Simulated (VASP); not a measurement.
Crystal: KF.

```
K F
1.0
     4.66455    0.00000    0.00000
    -2.33228    4.03962    0.00000
     0.00000    0.00000    5.48309
K F
2 2
Direct
  0.33333 0.66667 0.25000
  0.66667 0.33333 0.75000
  0.66667 0.33333 0.25000
  0.33333 0.66667 0.75000
```

The cell was built by a generator and needn't be a form met in nature.

The cell isn't the ideal one: hydrostatic strain +4.0%.

Base run:

| Property | Result |
| --- | --- |
| Program | VASP 6.6.1 |
| Functional | r2SCAN |
| Potentials or basis | VASP PAW PBE potentials, release 64 (K_sv, F) |
| Cutoff | 520 eV |
| k mesh | 6 × 6 × 6 |
| Occupations | gaussian, width 0.01 eV |
| Spin | no spin polarisation |

Its results: band gap on the k mesh 5.64 eV, direct; pressure -2.5 GPa.

The run is repeated on the same cell with these changes: functional from r2SCAN to PBE; occupations from gaussian, width 0.01 eV to fermi-dirac, width 0.02 eV. What comes out?

Band gap on the k mesh 5.02 eV, direct; pressure -1.4 GPa.

Caveats: the PAW data sets were made with another functional, which shifts forces and pressure a little (some runs).

A k mesh can miss the band edges.
